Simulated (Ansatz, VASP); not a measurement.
**Two plane-wave programs on SnTe**

The input INCAR:

```
ALGO = Normal
EDIFF = 1E-6
ENCUT = 520
GGA = PE
ISIF = 2
ISMEAR = 0
LASPH = True
LCHARG = True
LELF = True
LREAL = False
LVHAR = True
LWAVE = False
NBANDS = 17
NELM = 60
PREC = Accurate
SIGMA = 0.03
```

The input KPOINTS:

```
k-points
0
Gamma
  10 10 10
```

POSCAR

```
SnTe
1.0
    0.0000000000      3.2511950000      3.2511950000
    3.2511950000      0.0000000000      3.2511950000
    3.2511950000      3.2511950000      0.0000000000
Sn Te
1 1
Direct
    0.0000000000      0.0000000000      0.0000000000
    0.5000000000      0.5000000000      0.5000000000
```

Input for Ansatz:

```yaml
crystal:
  lattice:
    - [0.0, 3.251195, 3.251195]
    - [3.251195, 0.0, 3.251195]
    - [3.251195, 3.251195, 0.0]
  atoms:
    - { symbol: Sn, position: [0.0, 0.0, 0.0] }
    - { symbol: Te, position: [0.5, 0.5, 0.5] }
basis:
  ecutwfc: 420
kpoints:
  mp_grid: { grid: [10, 10, 10] }
hamiltonian:
  xc: pbe
scf:
  occupations: { method: gaussian, width: 0.03 }
output:
  forces: true
  stress: true
  eigenvalues: true
```

Change from the starting cell: strain +0.030 along x and y, +0.030 along z, atoms carried along.

Alike in both runs: task single point; functional PBE; k mesh 10 × 10 × 10; occupations gaussian, width 0.03 eV; no spin polarisation.

|  | VASP | Ansatz |
| --- | --- | --- |
| version | VASP 6.6.1 | Ansatz 0.2.0 |
| potentials or method | VASP PAW PBE potentials, release 64 (Sn_d, Te) | scalar-relativistic, plane waves, PAW |
| plane-wave cutoff (eV) | 520 | 420 |
| valence electrons in the cell | 20 | 30 |

```tsv
	VASP	Ansatz	Ansatz less VASP
gap on the k mesh at the Fermi level (eV)	0.17	0.17	+0.001
least direct gap on the mesh (eV)	0.17	0.17	+0.001
pressure (GPa)	-1.6	-1.6	+0.06
```

With one functional, cell and mesh, what is left measures potentials, basis and numerics. The two sets of potentials don't hold the same shells in valence.

Caveats: spin-orbit coupling is left out, which moves the levels of the heavy elements.
